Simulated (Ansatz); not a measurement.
# Zirconium, bcc: r²SCAN0 after r²SCAN

How do the levels change when part of the exchange is made exact, and what does it cost? Spin polarisation is left out. The geometry was relaxed under r²SCAN beforehand and is kept. Exact exchange is dear, so the k-mesh is coarse, and r²SCAN is run on the same mesh for comparison.

Method: DFT, plane waves (500 eV) with PBE-made PAW files, scalar-relativistic; functionals as named at each step, in Ansatz 0.2.0.

## 1. Starting point

It takes space group Im-3m (No. 229, cubic). The conventional cell has a = 3.584 Å, b = 3.584 Å, c = 3.584 Å, α = 90.00°, β = 90.00°, γ = 90.00°. Zr (site symmetry m-3m) is surrounded by 8 Zr at 3.10 Å.

As a file:

```cif
data_structure
_symmetry_space_group_name_H-M 'P 1'
_symmetry_Int_Tables_number 1
_cell_length_a 3.1043
_cell_length_b 3.1043
_cell_length_c 3.1043
_cell_angle_alpha 109.471
_cell_angle_beta 109.471
_cell_angle_gamma 109.471
_cell_volume 23.03
loop_
_atom_site_label
_atom_site_type_symbol
_atom_site_fract_x
_atom_site_fract_y
_atom_site_fract_z
_atom_site_occupancy
Zr1 Zr 0.00000 0.00000 0.00000 1
```

## 2. r²SCAN on the coarse mesh

The run with r²SCAN.

Contents of input.yaml:

```yaml
crystal:
  lattice:
    - [-1.792246226, 1.792246226, 1.792246226]
    - [1.792246226, -1.792246226, 1.792246226]
    - [1.792246226, 1.792246226, -1.792246226]
  atoms:
    - { symbol: Zr, position: [0.0, 0.0, 0.0] }
hamiltonian:
  xc: r2scan
  pseudopotentials:
    kind: paw
    azcp:
      Zr: "pseudopotentials/Zr.paw.azcp"
basis:
  ecutwfc: 500
  fft_grid_basis: typed
kpoints:
  mp_grid: { grid: [6, 6, 6], shift: [0, 0, 0] }
magnetization:
  spin_polarized: false
scf:
  occupations: { method: fermi_dirac, width: 0.1 }
output:
  write_density: true
  write_potential: true
  elf: true
  volumetric_format: npy
```

On the command line:

```bash
$ ansatz run input.yaml --threads 4 --pin off --max-ram 8192MiB --backend cpu --events-out ev --progress --plain --runs-dir out
```

Log:

```text
Warning: RAYON_NUM_THREADS=4 ignored (pool sized by the plan → 4); use --threads N
Engine: ansatz 0.2.0, aarch64-unknown-linux-gnu
Pseudopotentials: kind: paw
Pseudopotential: Zr, paw, valence charge 12, recommended cutoff 500 eV (meta_gga), <dir>
Functional definition: r2SCAN
  parameter k0 = 0.174
  parameter k1 = 0.065
  parameter a1 = 4.9479
  exchange = r2scan_x(k0 = k0, k1 = k1, a1 = a1)
  correlation = r2scan_c
Crystal: 1 atoms, lattice volume = 23.028 Å³
Basis set: ecut = 500 eV, 603 PW (Γ), exchange–correlation on 96×96×96 points (64 copies of the dense FFT grid, shifted against one another)
Bands: 10, of which v1, the nominal top of the filled ones, is band 6 counted from 1 (5 counted from 0)
Symmetry: 48 space group operations
Space group: Im-3m (ITA 229), of the structure as read, at distance tolerance 2.8e-5 Å
k-points: 16 of 216
Non-local potential: Zr, projectors of the file, l = 0: 3, l = 1: 2, l = 2: 2, l = 3: 2
PAW form: soft (Blöchl's): semilocal exchange-correlation on the pseudo side does not see the compensation charge
PAW frozen core: Zr, regenerated for the run's functional (the file was generated under x = pbe(κ = 0.804, μ = 0.2195149727645171), c = pbe(β = 0.06672455060314922))
PAW one-centre angular grid: Zr, 590 points (default); XC on 160 Gauss nodes
Initial density: superposition of atomic densities (neutral atoms: chi_scale 0, normalization atom), corrected by the library's trained network
Initial wavefunctions: pseudopotential atomic-orbital guess
Functional: x = r2scan, c = r2scan; τ floored in thin density (d = 2e-4 eV/Å³)
SCF iter   1: F=—  HF=-4194.896971 eV  |F-HF|=—  |Δ(HF+E_count)|=         —  Δρ=6.65e-3  dr2=6.14e-3  dr2_τ=3.60e-3  ethr=1.77e-3  ⟨swp⟩=4.9  Hψ=912  notcnv=0
preconditioner: auto → none  [metal: Δε(μ)=0.158 eV  Ē_g=5.315 eV  σ=0.100 eV  W_gap=0.37  n_scr=0 (ndim 8)  ℏωp=15.5 eV  f_vac=0.000  D(μ)=1.63/eV (n_scr^D=18)]
SCF iter   2: F=—  HF=-4194.924075 eV  |F-HF|=—  |Δ(HF+E_count)|=   2.71e-2  Δρ=3.22e-3  dr2=9.64e-4  dr2_τ=2.78e-4  ethr=5.11e-5  ⟨swp⟩=2.1  Hψ=437  notcnv=0
SCF iter   3: F=—  HF=-4194.924948 eV  |F-HF|=—  |Δ(HF+E_count)|=   8.73e-4  Δρ=8.82e-4  dr2=7.28e-5  dr2_τ=1.15e-5  ethr=8.03e-6  ⟨swp⟩=2.2  Hψ=243  notcnv=0
SCF iter   4: F=—  HF=-4194.925036 eV  |F-HF|=—  |Δ(HF+E_count)|=   8.76e-5  Δρ=1.14e-4  dr2=2.11e-6  dr2_τ=6.47e-8  ethr=6.07e-7  ⟨swp⟩=2.4  Hψ=233  notcnv=0
SCF iter   5: F=—  HF=-4194.925037 eV  |F-HF|=—  |Δ(HF+E_count)|=   1.56e-6  Δρ=3.78e-5  dr2=1.87e-7  dr2_τ=9.86e-9  ethr=1.76e-8  ⟨swp⟩=2.2  Hψ=238  notcnv=0
SCF iter   6: F=-4194.925037 eV  HF=-4194.925037 eV  |F-HF|=4.30e-10  |Δ(HF+E_count)|=   1.62e-7  Δρ=1.58e-6  dr2=1.63e-10  dr2_τ=9.39e-11  ethr=8.33e-10  ⟨swp⟩=3.0  Hψ=566  notcnv=0
SCF 1 converged in 6 iterations: F = -4194.925037 eV  dr2 = 1.63e-10
SCF converged after 6 iterations
Free energy (F): -4194.925037 eV
Harris-Foulkes:  -4194.925037 eV  (|F-HF|=4.30e-10)
Internal energy: -4194.870062 eV  (E = F + TS)
E sigma→0 (E₀):  -4194.897550 eV
Entropy (-TS):   -0.054975 eV (-54.975 meV/atom)
Fermi energy:    13.968954 eV
--- Per-component energies (eV) ---
  E_band       = -103.511111
  E_kinetic    = 332.174071
  E_local      = -619.829797  (includes V_loc(G=0)·N_el)
  E_nonlocal   = 80.426011
  E_hartree    = 191.451530
  E_xc         = -155.139470
  E_vxc        = -210.428445  (∫ρ·V_xc dr)
  E_paw        = -2971.179977  (= ΣΔE_a)
  E_vpaw       = -81.255445  (= ΣTr[D̂ρ^β])
  E_aug_tail   = 0.000009  (compensation charges beyond the density's cutoff)
  E_vtau       = 12.499475  (kinetic-family band-sum trace: ∫τ·v_τ [+ j·A + Jᵃ·Aᵃ] dr)
  E_ewald      = -1052.607698
  E_core_change = -0.164742  (= ΣΔE_core)
  E_smearing   = -0.054975  (= −TS)
  E_closure    = 0.000000  (closes the sum)
  Σ components = -4194.925037   (vs F -4194.925037, Δ=0.00e0)
--- Band table (eV; the first three rows and the last of 16) ---
  k-point 0: bands = ["-36.2478", "-13.0339", "-13.0339", "-13.0339", "8.2081", "15.2487", "15.2487", "15.2487", "17.7783", "17.7783"]
  k-point 1: bands = ["-36.2056", "-13.3113", "-13.1171", "-13.0364", "9.1452", "14.6528", "14.8615", "16.1824", "17.2347", "17.7990"]
  k-point 2: bands = ["-36.1200", "-13.8347", "-13.2796", "-13.0416", "10.7701", "13.7039", "14.3799", "17.6266", "18.1242", "18.6368"]
  k-point 15: bands = ["-35.9579", "-13.7429", "-13.7429", "-13.7429", "11.1505", "11.1505", "19.9046", "19.9046", "19.9046", "21.8168"]
```

Wall time 0.4 s (4 threads of Arm Neoverse V2, shared host); peak memory 0.3 GiB.

The maps below are laid out on this run's own conventional cell (a, b, c = 3.584, 3.584, 3.584 Å).

Density in a lattice plane of the grid's cell (edges 3.58 and 3.58 Å, at 0.000 of the third edge), which holds Zr.

Ten even steps from '0' (0.16 e/Å³) to '9' (3.98 e/Å³):
```
899974200000000000247999
999753100000000000135799
887531000000000000013578
544210000000000000001244
221100000000000000000112
000000000000000000000000
000000000000000000000000
000000000000000000000000
000000000000000000000000
000000000000000000000000
000000000000000000000000
000000000000000000000000
000000000000000000000000
000000000000000000000000
221100000000000000000112
544210000000000000001244
887531000000000000013578
999753100000000000135799
899974200000000000247999
689974200000000000247998
```
Columns run along the first of these edges and rows up along the second, over one cell in 24 and 20 even steps from the bottom left corner. Atoms in the plane (fractional): Zr at (0.00, 0.00).

ELF in the same plane.

Ten even steps from ' ' (0.00) to '@' (0.81):
```
::==**@@@@%%**--..::--++++++--::..--**%%@@@@**--
**##%%@@@@##++::..::==++**++==::..::++##@@@@%%##
@@@@@@@@%%**--::::--==******==--::::--**%%@@@@@@
@@@@%%##++--::::::==++**##**++==::::::--++##%%@@
****++==--::::::--++****##****++--::::::--==++**
----::::::::::--==++****##****++==--::::::::::--
::::::::::--==++++**************++++==--::::::::
::------==++++**********************++++==------
====++++**************++++++**************++++==
++++******######******++++++******######******++
====++++**************++++++**************++++==
::------==++++**********************++++==------
::::::::::--==++++**************++++==--::::::::
----::::::::::--==++****##****++==--::::::::::--
****++==--::::::--++****##****++--::::::--==++**
@@@@%%##++--::::::==++**##**++==::::::--++##%%@@
@@@@@@@@%%**--::::--==******==--::::--**%%@@@@@@
**##%%@@@@##++::..::==++**++==::..::++##@@@@%%##
::--**@@@@%%**--..::--++++++--::..--**%%@@@@**==
  ..++%%@@@@**--..::--==++==--::..--**@@@@%%++..
```
Columns run along the first of these edges and rows up along the second, over one cell in 24 and 20 even steps from the bottom left corner. Atoms in the plane (fractional): Zr at (0.00, 0.00).

Both are smooth fields of the valence electrons: close to the nuclei they are not physical.

Maxima of ELF outside the ion cores: 0.58 between the atoms, 2.0 Å from Zr.

[end of part 1 of 2]
